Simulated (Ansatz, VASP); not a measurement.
**MgI2 in VASP and in Ansatz**

File INCAR:

```
  ALGO = Normal
  EDIFF = 1E-6
  ENCUT = 520
  ISIF = 2
  ISMEAR = 0
  LASPH = True
  LCHARG = False
  LREAL = False
  LWAVE = False
  NBANDS = 15
  NELM = 100
  PREC = Accurate
  SIGMA = 0.05
```

KPOINTS

```
k-points
0
Gamma
  9 9 4
```

The input POSCAR:

```
MgI2
1.0
    4.2707668538      0.0000000000      0.0000000000
   -2.1353834269      3.6985925890      0.0000000000
    0.0000000000      0.0000000000      6.4909649688
Mg I
1 2
Direct
    0.0000000000      0.0000000000      0.0000000000
    0.3333333333      0.6666666667      0.7576300000
    0.6666666667      0.3333333333      0.2423700000
```

Input for Ansatz:

```yaml
crystal:
  lattice:
    - [4.2707668538, 0.0, 0.0]
    - [-2.1353834269, 3.698592589, 0.0]
    - [0.0, 0.0, 6.4909649688]
  atoms:
    - { symbol: Mg, position: [0.0, 0.0, 0.0] }
    - { symbol: I, position: [0.3333333333, 0.6666666667, 0.75763] }
    - { symbol: I, position: [0.6666666667, 0.3333333333, 0.24237] }
basis:
  ecutwfc: 420
kpoints:
  mp_grid: { grid: [9, 9, 4] }
hamiltonian:
  xc: lda
scf:
  occupations: { method: gaussian, width: 0.05 }
output:
  forces: true
  stress: true
  eigenvalues: true
```

Alike in both runs: task single point; functional LDA; k mesh 9 × 9 × 4; occupations gaussian, width 0.05 eV; no spin polarisation.

```csv
,VASP,Ansatz
version,VASP 6.6.1,Ansatz 0.2.0
potentials or method,"VASP PAW LDA potentials, release 64 (Mg, I)","scalar-relativistic, plane waves, PAW"
plane-wave cutoff (eV),520,420
valence electrons in the cell,16,44
```

Ansatz gave:

| Quantity | Value |
| --- | --- |
| gap on the k mesh at the Fermi level (eV) | 2.88 |
| least direct gap on the mesh (eV) | 2.88 |
| pressure (GPa) | -1.4 |
| largest component of the traceless stress (GPa) | 1.61 |
| rms of the force components (eV/Å) | 0.030 |

Task: What did VASP give for the same quantities?

Result: gap on the k mesh at the Fermi level (eV): 2.89; least direct gap on the mesh (eV): 2.89; pressure (GPa): -1.5; largest component of the traceless stress (GPa): 1.63; rms of the force components (eV/Å): 0.025.

Atom by atom the forces differ by 0.005 eV/Å (rms over components). The two sets of potentials don't hold the same shells in valence.

Caveats: spin-orbit coupling is left out, which moves the levels of the heavy elements; an odd mesh through Γ misses points on the zone boundary, where band edges often lie.
